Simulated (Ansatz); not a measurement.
# NbC: the cost of one run

Method: DFT r2SCAN, scalar-relativistic, plane waves, PAW, in Ansatz 0.2.0.

1 further run of the same task is left out (set aside as unsound or not needed).

### Step 1. Starting point

The structure is cubic, space group Fm-3m (No. 225). Conventional cell: a = 4.482 Å, b = 4.482 Å, c = 4.482 Å, α = 90.00°, β = 90.00°, γ = 90.00°. Around Nb (site symmetry m-3m) lie 6 C at 2.24 Å. Around C (site symmetry m-3m) lie 6 Nb at 2.24 Å.

As a file:

```
CELL_PARAMETERS angstrom
0.00000 2.24091 2.24091
2.24091 0.00000 2.24091
2.24091 2.24091 0.00000
ATOMIC_POSITIONS crystal
Nb 0.00000 0.00000 0.00000
C 0.50000 0.50000 0.50000
```

This cell was relaxed beforehand with the same method: volume 11.25 Å³/atom, gap on the mesh none (metal).

### Step 2. Static run: bands, density of states and charges

input.yaml reads:

```yaml
crystal:
  lattice:
    - [0.0, 2.2409129154, 2.2409129154]
    - [2.2409129154, 0.0, 2.2409129154]
    - [2.2409129154, 2.2409129154, 0.0]
  atoms:
    - { symbol: Nb, position: [0.0, 0.0, 0.0] }
    - { symbol: C, position: [0.5, 0.5, 0.5] }
basis:
  ecutwfc: 500
kpoints:
  mp_grid: { grid: [16, 16, 16] }
  band_path:
    path:
      - [[0.0, 0.0, 0.0], [0.5, 0.0, 0.5], [0.625, 0.25, 0.625]]
      - [[0.375, 0.375, 0.75], [0.0, 0.0, 0.0], [0.5, 0.5, 0.5], [0.5, 0.25, 0.75], [0.5, 0.0, 0.5]]
    npoints: 14
hamiltonian:
  xc: r2scan
scf:
  occupations: { method: gaussian, width: 0.1 }
  n_extra_bands: 6
output:
  forces: true
  stress: true
  eigenvalues: true
  populations: true
  dos: { projected: true, de: 0.02, nscf_kmesh: { grid: [24, 24, 24] } }
  bader: true
```

Run with:

```bash
$ ansatz run input.yaml --threads 1 --pin off --max-ram 2560MiB --backend cpu --events-out ev --progress --plain --runs-dir out
```

What time and memory should one allow on 1 thread of Intel Xeon Platinum 8488C (Sapphire Rapids), shared host?

About 20 s, with a peak of 0.48 GiB.
